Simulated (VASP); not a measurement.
# In3P2 (P1) in VASP: single point with PBE

Aim: the single point of In3P2 with PBE.

Everything below comes from runs of VASP 6.6.1. Logs are shortened: lines on timing, memory, paths and dates and some standing lists are left out, and cuts for length are marked.

## Step 1: The cell of the first run

The typed cell holds 5 atoms: a = 5.373 Å, b = 4.157 Å, c = 6.157 Å, α = 70.21°, β = 90.64°, γ = 90.18°.

The cell was built by a generator and needn't be a form met in nature.

## Step 2: Single point, PBE (random cell without symmetry)

INCAR

```
SYSTEM = In3P2
PREC = Accurate ; ENCUT = 520
EDIFF = 1E-6 ; ISMEAR = 0
SIGMA = 0.1 ; LREAL = .False.
LASPH = .True. ; NELM = 100
ALGO = Fast ; ISIF = 2
LWAVE = .False. ; LCHARG = .True.
GGA = PE ; LELF = .True.
LVHAR = .True. ; NBANDS = 32
```

KPOINTS

```
Automatic mesh
0
Gamma
  4 4 4
  0 0 0
```

POSCAR

```
In3P2
1.0
    5.3491985543     -0.0811064693     -0.5001031585
    0.0304345407      4.1519644399     -0.2041726486
    0.4962420644      2.3618272030      5.6642077246
In P
3 2
Direct
   -0.0226424000      0.1353842600      0.8140299093
    0.7220528879      0.4294238721      0.2248497206
    0.2433001310      0.8418613286      0.3997701403
    0.2291454654      0.4914737299      0.1010097945
    0.7367378101      0.7790587754      0.5246133262
```

Potentials or basis: VASP PAW PBE potentials, release 64 (In_d, P).

Launch:

```bash
$ cat potpaw_PBE.64/In_d/POTCAR potpaw_PBE.64/P/POTCAR > POTCAR
$ mpirun -np 1 vasp_std > vasp.out
```

OUTCAR:

```text
SYSTEM = In3P2
   PREC = Accurate
   ENCUT = 520
   EDIFF = 1E-6
   ISMEAR = 0
   LREAL = .False.
   LASPH = .True.
   NELM = 100
   ISIF = 2
   GGA = PE

 ion  position               nearest neighbor table
   1  0.977  0.135  0.814-   5 2.96   5 2.96   4 2.97   4 2.98   2 3.45   2 3.46   3 3.49   3 3.50
                             2 3.67   3 3.67
   2  0.722  0.429  0.225-   5 2.71   5 2.71   4 2.74   4 2.82   1 3.45   1 3.46   3 3.46   3 3.47
                             3 3.62   3 3.63   1 3.67
   3  0.243  0.842  0.400-   4 2.70   4 2.71   5 2.74   5 2.82   2 3.46   2 3.47   1 3.49   1 3.50
                             2 3.62   2 3.63   1 3.67
   4  0.229  0.491  0.101-   3 2.70   3 2.71   2 2.74   2 2.82   1 2.97   1 2.98
   5  0.737  0.779  0.525-   2 2.71   2 2.71   3 2.74   3 2.82   1 2.96   1 2.96

  LATTYP: Found a triclinic cell.
 ALAT       =     6.1569256184
 B/A-ratio  =     0.6751897238
 C/A-ratio  =     0.8726981344
 COS(alpha) =     0.0032163931
 COS(beta)  =     0.0111767794
 COS(gamma) =     0.3385379573

  Lattice vectors:

 A1 = (   0.4962420644,   2.3618272030,   5.6642077246)
 A2 = (   0.0304345407,   4.1519644399,  -0.2041726486)
 A3 = (  -5.3491985543,   0.0811064693,   0.5001031585)

Analysis of symmetry for initial positions (statically):
=====================================================================
 Subroutine PRICEL returns:
 Original cell was already a primitive cell.

 Routine SETGRP: Setting up the symmetry group for a
 triclinic supercell.

 Subroutine GETGRP returns: Found  1 space group operations
 (whereof  1 operations were pure point group operations)
 out of a pool of  2 trial point group operations.

The static configuration has the point symmetry C_1 .

Analysis of symmetry for dynamics (positions and initial velocities):
=====================================================================
 Subroutine PRICEL returns:
 Original cell was already a primitive cell.

 Routine SETGRP: Setting up the symmetry group for a
 triclinic supercell.

 Subroutine GETGRP returns: Found  1 space group operations
 (whereof  1 operations were pure point group operations)
 out of a pool of  2 trial point group operations.

The dynamic configuration has the point symmetry C_1 .

 Subroutine INISYM returns: Found  1 space group operations
 (whereof  1 operations are pure point group operations),
[... 102 lines left out ...]
   EDIFF  = 0.1E-05   stopping-criterion for ELM
   LREAL  =      F    real-space projection
   EDIFFG = 0.1E-04   stopping-criterion for IOM
   NSW    =      0    number of steps for IOM
   IBRION =     -1    ionic relax: 0-MD 1-quasi-New 2-CG
   NFREE  =      0    steps in history (QN), initial steepest desc. (CG)
   ISIF   =      2    stress and relaxation
   ISYM   =      2    0-nonsym 1-usesym 2-fastsym
   POTIM  = 0.5000    time-step for ionic-motion
   TEBEG  =    0.0;   TEEND  =   0.0 temperature during run
   PSTRESS=    0.0 pullay stress
   NELECT =      49.0000    total number of electrons
   NUPDOWN=      -1.0000    fix difference up-down
   EMIN   =  10.00;   EMAX   =-10.00  energy-range for DOS
   EFERMI =   0.00;   METHOD = LEGACY
   ISMEAR =     0;   SIGMA  =   0.10  broadening in eV -4-tet -1-fermi 0-gaus
   EFERMI_NEDOS =   21; number of points for ismear=-14 and -15
   IALGO  =     68    algorithm
   IMIX   =      4    mixing-type and parameters
     AMIX     =   0.40;   BMIX     =  1.00
     AMIX_MAG =   1.60;   BMIX_MAG =  1.00
  volume/ion in A,a.u.               =      25.88       174.64
  Fermi-wavevector in a.u.,A,eV,Ry     =   1.184403  2.238197 19.086392  1.402810
  Thomas-Fermi vector in A             =   2.320618
   LORBIT       =      0    0 simple, 1 ext, 2 COOP (PROOUT), +10 PAW based schemes
   GGA     = PE    functional components
   LHFCALC =     F    Hartree Fock is set to
   AEXX    =    0.0000 exact exchange contribution
   IVDW    =     0    specifies the selected vdW correction
   LEPSILON=     F    determine dielectric tensor
   LRPA    =     F    only Hartree local field effects (RPA)
 non-spin polarized calculation
 RMM-DIIS sequential band-by-band and
 Gauss-broadening in eV      SIGMA  =   0.10
  energy-cutoff  :      520.00
  volume of cell :      129.40
 maximum number of plane-waves:      3516
   NGX = 19   NGY = 15   NGZ = 23

 number of electron      49.0000005 magnetization

 Free energy of the ion-electron system (eV)
  ---------------------------------------------------
  ext. energy  EPLUGINS =         0.00000000
  ---------------------------------------------------
  free energy    TOTEN  =       -17.94826557 eV

  energy without entropy =      -17.94297111  energy(sigma->0) =      -17.94561834

 E-fermi :   5.8398     XC(G=0):  -9.4855

 val. band max:        5.6778945672   @ k =  -0.0000   0.2500   0.2500
 cond. band min:       5.8575307262   @ k =  -0.0000   0.0000   0.5000
 fundamental gap:      0.1796361591
 Fermi energy:         5.8398300388

 k-point     1 :       0.0000    0.0000    0.0000
  band No.  band energies     occupation
      1      -8.8967      2.00000
      2      -8.7745      2.00000
      3      -8.7034      2.00000
      4      -8.6891      2.00000
      5      -8.6872      2.00000
      6      -8.6780      2.00000
[... 829 lines left out ...]
     31      10.3158      0.00000
     32      11.1662      0.00000

 [... further k-points ...]

------------------------ aborting loop because EDIFF is reached ----------------------------------------

  FORCE on cell =-STRESS in cart. coord.  units (eV):
  Direction    XX          YY          ZZ          XY          YZ          ZX
  --------------------------------------------------------------------------------------
  -------------------------------------------------------------------------------------
  Total       -0.1179303     -0.1638456      0.1468386      0.0391403      0.0208423     -0.1272837
  in kB       -1.4602048     -2.0287250      1.8181460      0.4846322      0.2580683     -1.5760185
  external PRESSURE =      -0.5569279 kB  Pullay stress =       0.0000000 kB

 VOLUME and BASIS-vectors are now :
 -----------------------------------------------------------------------------
  energy-cutoff  :      520.00
  volume of cell :      129.40
      direct lattice vectors                 reciprocal lattice vectors
     5.349198554 -0.081106469 -0.500103158     0.185475094 -0.002115257 -0.015367493
     0.030434541  4.151964440 -0.204172649    -0.005577847  0.236074141 -0.097948096
     0.496242064  2.361827203  5.664207725     0.016174872  0.008322794  0.171659726

 POSITION                                       TOTAL-FORCE (eV/Angst)
 -----------------------------------------------------------------------------------
      5.63616      2.40544      4.09441         0.003700     -0.002447      0.001394
      3.98705      2.25545      0.82482         0.004252      0.003214      0.021932
      1.52547      4.41983      1.97082        -0.005476     -0.003971     -0.022349
      1.29083      2.26056      0.35720         0.009590      0.004176      0.007224
      4.22500      4.41392      2.44401        -0.012065     -0.000971     -0.008200
 -----------------------------------------------------------------------------------
    total drift:                                0.000354     -0.000157      0.000292

  FREE ENERGIE OF THE ION-ELECTRON SYSTEM (eV)
  ---------------------------------------------------
  free  energy   TOTEN  =       -17.9482655697 eV

  energy  without entropy=      -17.9429711063  energy(sigma->0) =      -17.94561834
```

Run time: 80 s. Hardware: 1 thread of AMD EPYC 9R45 (Zen 5), shared host; peak memory 0.27 GiB.

Results:

| Item | Value |
| --- | --- |
| Free energy | -17.9483 eV |
| Pressure | -0.1 GPa |
| Largest force | 0.023 eV/Å |
| Band gap on the k mesh | none (metal or under the smearing width) |

Forces on the atoms (eV/Å):
```
In   0.004 -0.002  0.001
In   0.004  0.003  0.022
In  -0.005 -0.004 -0.022
P    0.010  0.004  0.007
P   -0.012 -0.001 -0.008
```

Caveat: the k mesh is coarse (spacing up to 0.40 Å⁻¹), so the values aren't converged.
